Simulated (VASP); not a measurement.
A run of VASP 6.6.1:

INCAR

```
PREC = Accurate
ENCUT = 520
EDIFF = 1E-7
ISMEAR = 0
SIGMA = 0.05
LREAL = F
LASPH = T
NELM = 60
ALGO = Fast
ISIF = 2
LWAVE = F
LCHARG = F
GGA = PS
NBANDS = 15
```

Contents of KPOINTS:

```
Automatic mesh
0
Gamma
  4 4 4
```

File POSCAR:

```
KCl
1.0
    3.8490699523      0.0000000000      0.0000000000
    0.0000000000      3.8490699523      0.0000000000
    0.0000000000      0.0000000000      3.8490699523
K Cl
1 1
Direct
    0.0000000000      0.0000000000      0.0000000000
    0.5000000000      0.5000000000      0.5000000000
```

Potentials or basis: VASP PAW PBE potentials, release 64 (K_sv, Cl).

The run is started by

```bash
$ cat potpaw_PBE.64/K_sv/POTCAR potpaw_PBE.64/Cl/POTCAR > POTCAR
$ mpirun -np 1 vasp_std > vasp.out
```

Hardware: 1 thread of Intel(R) Xeon(R) 6975P-C (Granite Rapids) (shared host).

How long does it take, and how much memory?

Wall time 6.7 s on 1 thread of Intel(R) Xeon(R) 6975P-C (Granite Rapids), with other jobs on the host, peak memory 0.16 GiB. Counts: scf iterations 19, k points 10.
